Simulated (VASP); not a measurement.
# PtS2 (P-3m1) in VASP: further runs

One crystal, PtS2, is run at these levels: PBE; tasks: G0W0 quasiparticle levels.

All numbers are computed with VASP 6.6.1; they aren't measurements. Logs are shortened: lines on timing, memory, paths and dates and some standing lists are left out, and cuts for length are marked.

## 1. The crystal as given

The structure is trigonal, space group P-3m1 (No. 164). The conventional cell has a = 3.543 Å, b = 3.543 Å, c = 5.039 Å, α = 90.00°, β = 90.00°, γ = 120.00°. Pt (site symmetry -3m) has 6 S at 2.34 Å as nearest neighbours. S (site symmetry 3m) is surrounded by 3 Pt at 2.34 Å.

## 2. G0W0 quasiparticle levels, PBE

The input, POSCAR:

```
PtS2
1.0
    3.5432000000      0.0000000000      0.0000000000
   -1.7716000000      3.0685012107      0.0000000000
    0.0000000000      0.0000000000      5.0388000000
Pt S
1 2
Direct
    0.0000000000      0.0000000000      0.0000000000
    0.6666666667      0.3333333333      0.7730000000
    0.3333333333      0.6666666667      0.2270000000
```

The input, INCAR.step1:

```
PREC = Accurate ; ENCUT = 450
EDIFF = 1E-8 ; ISMEAR = 0
SIGMA = 0.01 ; LREAL = False
LASPH = True ; NELM = 100
ALGO = Normal ; LWAVE = True
LCHARG = False ; GGA = PE
```

The input, INCAR.step2:

```
PREC = Accurate ; ENCUT = 450
EDIFF = 1E-8 ; ISMEAR = 0
SIGMA = 0.01 ; LREAL = False
LASPH = True ; NELM = 1
ALGO = Exact ; LWAVE = True
LCHARG = False ; GGA = PE
NBANDS = 43 ; LOPTICS = True
ISTART = 1
```

The input, INCAR.step3:

```
PREC = Accurate ; ENCUT = 450
EDIFF = 1E-8 ; ISMEAR = 0
SIGMA = 0.01 ; LREAL = False
LASPH = True ; ALGO = EVGW0
LWAVE = False ; LCHARG = False
GGA = PE ; NELMGW = 1
NBANDS = 43 ; ENCUTGW = 100
NOMEGA = 48 ; PRECFOCK = Fast
ISTART = 1 ; NBANDSGW = 19
```

The input, KPOINTS:

```
regular mesh
0
Gamma
  2 2 1
```

Potentials or basis: VASP PAW PBE potentials, release 64 (Pt_GW, S_GW).

Run with:

```
> cat potpaw_PBE.64/Pt_GW/POTCAR potpaw_PBE.64/S_GW/POTCAR > POTCAR
> cp INCAR.step1 INCAR
> mpirun -np 1 vasp_std > vasp.out
> cp INCAR.step2 INCAR
> mpirun -np 1 vasp_std > vasp.out
> cp INCAR.step3 INCAR
> mpirun -np 1 vasp_std > vasp.out
```

OUTCAR:

```text
PREC = Accurate
   ENCUT = 450
   EDIFF = 1E-8
   ISMEAR = 0
   LREAL = False
   LASPH = True
   GGA = PE
   NELMGW = 1
   ENCUTGW = 100
   PRECFOCK = Fast
   ISTART = 1

 Found      2 irreducible k-points:

 Following reciprocal coordinates:
            Coordinates               Weight
  0.000000  0.000000  0.000000      1.000000
  0.500000  0.000000  0.000000      3.000000
   k-points           NKPTS =      2   k-points in BZ     NKDIM =      4   number of bands    NBANDS=     43
   number of dos      NEDOS =    301   number of ions     NIONS =      3
   total plane-waves  NPLWV =  28224
   dimension x,y,z NGX =    28 NGY =   28 NGZ =   36
   dimension x,y,z NGXF=    56 NGYF=   56 NGZF=   72
   ions per type =               1   2
   NGX,Y,Z   is equivalent  to a cutoff of  13.14, 13.14, 11.88 a.u.
   NGXF,Y,Z  is equivalent  to a cutoff of  26.28, 26.28, 23.76 a.u.
 SYSTEM =  unknown system
   PREC   = accura    normal or accurate (medium, high low for compatibility)
   ISTART =      1    job   : 0-new  1-cont  2-samecut
   ICHARG =      0    charge: 1-file 2-atom 10-const
   ISPIN  =      1    spin polarized calculation?
   LNONCOLLINEAR =      F non collinear calculations
   LSORBIT =      F    spin-orbit coupling
   LASPH  =      T    aspherical Exc in radial PAW
   ENCUT  =  450.0 eV  33.07 Ry    5.75 a.u.   6.13  6.13  8.72*2*pi/ulx,y,z
   NELM   =     60;   NELMIN=  2; NELMDL=  0     # of ELM steps
   EDIFF  = 0.1E-07   stopping-criterion for ELM
   LREAL  =      F    real-space projection
   EDIFFG = 0.1E-06   stopping-criterion for IOM
   NSW    =      0    number of steps for IOM
   IBRION =     -1    ionic relax: 0-MD 1-quasi-New 2-CG
   NFREE  =      0    steps in history (QN), initial steepest desc. (CG)
   ISIF   =      0    stress and relaxation
   ISYM   =      3    0-nonsym 1-usesym 2-fastsym
   POTIM  = 0.5000    time-step for ionic-motion
   TEBEG  =    0.0;   TEEND  =   0.0 temperature during run
   PSTRESS=    0.0 pullay stress
   NELECT =      22.0000    total number of electrons
   NUPDOWN=      -1.0000    fix difference up-down
   EMIN   =  10.00;   EMAX   =-10.00  energy-range for DOS
   EFERMI =   0.00;   METHOD = LEGACY
   ISMEAR =     0;   SIGMA  =   0.01  broadening in eV -4-tet -1-fermi 0-gaus
   EFERMI_NEDOS =   21; number of points for ismear=-14 and -15
   IALGO  =     38    algorithm
   IMIX   =      4    mixing-type and parameters
     AMIX     =   0.40;   BMIX     =  1.00
     AMIX_MAG =   1.60;   BMIX_MAG =  1.00
  volume/ion in A,a.u.               =      18.26       123.23
  Fermi-wavevector in a.u.,A,eV,Ry     =   1.207812  2.282434 19.848315  1.458810
  Thomas-Fermi vector in A             =   2.343439
   LORBIT       =      0    0 simple, 1 ext, 2 COOP (PROOUT), +10 PAW based schemes
   GGA     = PE    functional components
   LHFCALC =     T    Hartree Fock is set to
   PRECFOCK=fast      Normal, Fast or Accurate (Low or Medium for compatibility)
   ENCUT4O =  -1.0   cutoff for four orbital integrals eV
   NKREDX  =     1    reduce k-point grid by
   NKREDY  =     1    reduce k-point grid by
   NKREDZ  =     1    reduce k-point grid by
   AEXX    =    1.0000 exact exchange contribution
   HFSCREEN=    0.0000 screening length (either q_TF or 0.3 A-1)
   HFSCREENC=   0.0000 screening length for correlation (either q_TF or 0.3 A-1)
   ENCUTFOCK=  -1.0 apply spherical cutoff to Coloumb kernel
   IVDW    =     0    specifies the selected vdW correction
   LEPSILON=     F    determine dielectric tensor
   LRPA    =     F    only Hartree local field effects (RPA)
   LRPAFORCE           =     F    calculate RPA forces
   ENCUTGW             = 100.0    cutoff for response function in eV
   ENCUTGWSOFT         =  80.0    soft cutoff for Coulomb kernel in GW response function in eV
   ENCUTLF             =  -1.0    cutoff for local field effects
   NELMGW              =     1    number of iterations in solving QP/BSE equation
   NELMHF              =     1    number of iterations in the inner HF iteration
   NKREDLFX            =     1    NKREDLFY  =   1   NKREDLFZ  =   1
 non-spin polarized calculation
 Gauss-broadening in eV      SIGMA  =   0.01
  energy-cutoff  :      450.00
  volume of cell :       54.78
 maximum number of plane-waves:      1188
 NGX is ok and might be reduce to    28
  NGX = 14; NGY = 14; NGZ = 20
   NGX = 13   NGY = 13   NGZ = 17
 maximum number of plane-waves:       128
 NGX is ok and might be reduce to    14

 QP shifts <psi_nk| G(iteration)W_0 |psi_nk>: iteration 1
 for sc-GW calculations column KS-energies equals QP-energies in previous step
 and V_xc(KS)=  KS-energies - (<T + V_ion + V_H > + <T+V_H+V_ion>^1  + <V_x>^1)

 k-point   1 :       0.0000    0.0000    0.0000
  band No.  KS-energies  QP-energies   sigma(KS)   V_xc(KS)     V^pw_x(r,r')   Z            occupation Imag(sigma)

      1      -8.8035      -8.8887     -13.2983     -13.1732     -21.5306       0.6816       2.0000       1.5218
      2      -5.5885      -5.7848     -14.2784     -14.0133     -21.3153       0.7404       2.0000       1.1933
      3      -0.3434      -0.4464     -13.3018     -13.1607     -18.3201       0.7294       2.0000       0.5145
      4      -0.3434      -0.4464     -13.3018     -13.1607     -18.3201       0.7294       2.0000       0.5145
      5      -0.2343      -0.5181     -12.3863     -11.9980     -17.9163       0.7310       2.0000       0.7385
      6       2.6458       2.5005     -13.1274     -12.9290     -18.2638       0.7319       2.0000       0.3199
[... 11 lines left out ...]
     18      18.6737      20.0390      -9.9328     -11.7252      -5.0072       0.7617       0.0000      -0.4103
     19      19.2639      20.6898     -10.4884     -12.3644      -5.5432       0.7600       0.0000      -0.5281

 k-point   2 :       0.5000    0.0000    0.0000
  band No.  KS-energies  QP-energies   sigma(KS)   V_xc(KS)     V^pw_x(r,r')   Z            occupation Imag(sigma)

      1      -6.8099      -6.9048     -13.9887     -13.8515     -21.5668       0.6925       2.0000       1.1676
      2      -6.5446      -6.7526     -14.0599     -13.7615     -21.3186       0.6971       2.0000       1.1965
      3      -0.8388      -1.0325     -12.6637     -12.3995     -17.8834       0.7332       2.0000       0.6720
      4       0.4949       0.4100     -13.3540     -13.2385     -18.1315       0.7350       2.0000       0.4648
      5       1.4141       1.2054     -12.7186     -12.4346     -17.6280       0.7347       2.0000       0.4367
      6       2.3603       2.0328     -13.0738     -12.6395     -16.6679       0.7542       2.0000       0.2627
[... 11 lines left out ...]
     18      17.6488      18.8813      -9.7349     -11.3110      -4.9860       0.7820       0.0000      -0.3787
     19      18.4538      19.7850     -10.2200     -11.9609      -5.0264       0.7647       0.0000      -0.5061
```

It used 18 s of CPU time on 1 thread of Intel(R) Xeon(R) Platinum 8559C (Emerald Rapids), with other jobs on the host, which was overloaded at the time.

These settings aren't checked as converged: the numbers below hold their error.

What came out:

```yaml
Band_gap_on_the_k_mesh_mean-field_level: 1.82 eV, indirect (least direct gap 2.48 eV)
Quasiparticle_gap: 2.93 eV
Least_direct_quasiparticle_gap: 3.70 eV
```

Caveat: the k mesh is coarse (spacing up to 1.25 Å⁻¹), so the values aren't converged; bands, screening cutoff and mesh are small and nothing is extrapolated, so the quasiparticle values aren't converged; spin-orbit coupling is left out, which moves the levels of the heavy elements; an odd mesh through Γ misses points on the zone boundary, where band edges often lie.

## 3. G0W0 quasiparticle levels, PBE

POSCAR is that of step 2.

INCAR.step1 is that of step 2.

Edit INCAR.step2 of step 2 so:

```diff
@@ -6,3 +6,3 @@
 LCHARG = False ; GGA = PE
-NBANDS = 43 ; LOPTICS = True
+NBANDS = 27 ; LOPTICS = True
 ISTART = 1
```

Edit INCAR.step3 of step 2 so:

```diff
@@ -6,3 +6,3 @@
 GGA = PE ; NELMGW = 1
-NBANDS = 43 ; ENCUTGW = 100
+NBANDS = 27 ; ENCUTGW = 150
 NOMEGA = 48 ; PRECFOCK = Fast
```

The input, KPOINTS:

```
regular mesh
0
Gamma
  3 3 2
```

Potentials or basis: VASP PAW PBE potentials, release 64 (Pt_GW, S_GW).

Run with:

```
> cat potpaw_PBE.64/Pt_GW/POTCAR potpaw_PBE.64/S_GW/POTCAR > POTCAR
> cp INCAR.step1 INCAR
> mpirun -np 1 vasp_std > vasp.out
> cp INCAR.step2 INCAR
> mpirun -np 1 vasp_std > vasp.out
> cp INCAR.step3 INCAR
> mpirun -np 1 vasp_std > vasp.out
```

OUTCAR:

```text
PREC = Accurate
   ENCUT = 450
   EDIFF = 1E-8
   ISMEAR = 0
   LREAL = False
   LASPH = True
   GGA = PE
   NELMGW = 1
   ENCUTGW = 150
   PRECFOCK = Fast
   ISTART = 1

 Found      6 irreducible k-points:

 Following reciprocal coordinates:
            Coordinates               Weight
  0.000000  0.000000  0.000000      1.000000
  0.333333 -0.000000  0.000000      6.000000
  0.333333  0.333333  0.000000      2.000000
  0.000000  0.000000  0.500000      1.000000
  0.333333 -0.000000  0.500000      6.000000
  0.333333  0.333333  0.500000      2.000000
   k-points           NKPTS =      6   k-points in BZ     NKDIM =     18   number of bands    NBANDS=     27
   number of dos      NEDOS =    301   number of ions     NIONS =      3
   total plane-waves  NPLWV =  28224
   dimension x,y,z NGX =    28 NGY =   28 NGZ =   36
   dimension x,y,z NGXF=    56 NGYF=   56 NGZF=   72
   ions per type =               1   2
   NGX,Y,Z   is equivalent  to a cutoff of  13.14, 13.14, 11.88 a.u.
   NGXF,Y,Z  is equivalent  to a cutoff of  26.28, 26.28, 23.76 a.u.
 SYSTEM =  unknown system
   PREC   = accura    normal or accurate (medium, high low for compatibility)
   ISTART =      1    job   : 0-new  1-cont  2-samecut
[... 30 lines left out ...]
  Thomas-Fermi vector in A             =   2.343439
   LORBIT       =      0    0 simple, 1 ext, 2 COOP (PROOUT), +10 PAW based schemes
   GGA     = PE    functional components
   LHFCALC =     T    Hartree Fock is set to
   PRECFOCK=fast      Normal, Fast or Accurate (Low or Medium for compatibility)
   ENCUT4O =  -1.0   cutoff for four orbital integrals eV
   NKREDX  =     1    reduce k-point grid by
   NKREDY  =     1    reduce k-point grid by
   NKREDZ  =     1    reduce k-point grid by
   AEXX    =    1.0000 exact exchange contribution
   HFSCREEN=    0.0000 screening length (either q_TF or 0.3 A-1)
   HFSCREENC=   0.0000 screening length for correlation (either q_TF or 0.3 A-1)
   ENCUTFOCK=  -1.0 apply spherical cutoff to Coloumb kernel
   IVDW    =     0    specifies the selected vdW correction
   LEPSILON=     F    determine dielectric tensor
   LRPA    =     F    only Hartree local field effects (RPA)
   LRPAFORCE           =     F    calculate RPA forces
   ENCUTGW             = 150.0    cutoff for response function in eV
   ENCUTGWSOFT         = 120.0    soft cutoff for Coulomb kernel in GW response function in eV
   ENCUTLF             =  -1.0    cutoff for local field effects
   NELMGW              =     1    number of iterations in solving QP/BSE equation
   NELMHF              =     1    number of iterations in the inner HF iteration
   NKREDLFX            =     1    NKREDLFY  =   1   NKREDLFZ  =   1
 non-spin polarized calculation
 Gauss-broadening in eV      SIGMA  =   0.01
  energy-cutoff  :      450.00
  volume of cell :       54.78
 maximum number of plane-waves:      1206
 NGX is ok and might be reduce to    28
  NGX = 14; NGY = 14; NGZ = 20
   NGX = 13   NGY = 13   NGZ = 17
 maximum number of plane-waves:       250
 NGX is ok and might be reduce to    14

 QP shifts <psi_nk| G(iteration)W_0 |psi_nk>: iteration 1
 for sc-GW calculations column KS-energies equals QP-energies in previous step
 and V_xc(KS)=  KS-energies - (<T + V_ion + V_H > + <T+V_H+V_ion>^1  + <V_x>^1)

 k-point   1 :       0.0000    0.0000    0.0000
  band No.  KS-energies  QP-energies   sigma(KS)   V_xc(KS)     V^pw_x(r,r')   Z            occupation Imag(sigma)

      1      -8.8583      -8.4194     -12.4790     -13.1655     -21.5013       0.6393       2.0000       1.7635
      2      -5.6146      -5.3797     -13.6675     -14.0187     -21.2108       0.6687       2.0000       1.1059
      3      -0.3200       0.0257     -12.6623     -13.1494     -18.0534       0.7095       2.0000       0.5218
      4      -0.3200       0.0257     -12.6623     -13.1494     -18.0534       0.7095       2.0000       0.5218
      5      -0.2003      -0.0675     -11.8031     -11.9905     -17.6611       0.7091       2.0000       0.8113
      6       2.7428       3.0612     -12.4760     -12.9259     -18.0349       0.7078       2.0000       0.2805
[... 113 lines left out ...]
      5       0.2052       0.4885     -12.4027     -12.7892     -17.2706       0.7331       2.0000       0.5583
      6       2.3307       2.7214     -12.7283     -13.2671     -17.4454       0.7252       2.0000       0.3746
[... 11 lines left out ...]
     18      17.2992      18.9089      -9.0771     -11.1543      -5.1629       0.7749       0.0000      -0.3380
     19      17.2992      18.9089      -9.0771     -11.1543      -5.1629       0.7749       0.0000      -0.3380
```

OUTCAR.step1:

```text
PREC = Accurate
   ENCUT = 450
   EDIFF = 1E-8
   ISMEAR = 0
   LREAL = False
[... 218 lines left out ...]
      0.00000      0.00000      0.00000         0.000000      0.000000      0.000000
      1.77160      1.02283      3.89499        -0.000000      0.000000     -1.151666
     -0.00000      2.04567      1.14381        -0.000000      0.000000      1.151666
 -----------------------------------------------------------------------------------
    total drift:                                0.000000     -0.000000      0.000000

  FREE ENERGIE OF THE ION-ELECTRON SYSTEM (eV)
  ---------------------------------------------------
  free  energy   TOTEN  =       -15.3524392700 eV

  energy  without entropy=      -15.3524392700  energy(sigma->0) =      -15.35243927
```

OUTCAR.step2:

```text
PREC = Accurate
   ENCUT = 450
   EDIFF = 1E-8
   ISMEAR = 0
   LREAL = False
[... 601 lines left out ...]
     0.00000    13.91896    13.91896     8.64226     0.00000     0.00000     0.00000
     0.43003    14.13028    14.13028     8.73398     0.00000     0.00000     0.00000
     0.86007    14.83552    14.83552     9.03799     0.00000     0.00000     0.00000
     1.29010    16.29451    16.29451     9.65784     0.00000     0.00000     0.00000
     1.72014    19.35380    19.35380    10.92380     0.00000     0.00000     0.00000
     2.15017    28.18277    28.18277    14.36414     0.00000     0.00000     0.00000
[... 92 lines left out ...]
    42.14332     0.73872     0.73872     0.73446     0.00000    -0.00000     0.00000
    42.57336     0.74449     0.74449     0.74043     0.00000    -0.00000     0.00000
```

Run time: 46 s. Hardware: 1 thread of Intel Xeon Platinum 8559C (Emerald Rapids), shared host; peak memory 0.36 GiB.

These settings aren't checked as converged: the numbers below hold their error.

What came out:

```
Band gap on the k mesh, mean-field level : 1.18 eV, indirect (least direct gap 2.40 eV)
Quasiparticle gap                        : 1.78 eV
Least direct quasiparticle gap           : 3.14 eV
```

Caveat: the k mesh is coarse (spacing up to 0.68 Å⁻¹), so the values aren't converged; bands, screening cutoff and mesh are small and nothing is extrapolated, so the quasiparticle values aren't converged; spin-orbit coupling is left out, which moves the levels of the heavy elements; an odd mesh through Γ misses points on the zone boundary, where band edges often lie.

[end of part 1 of 2]
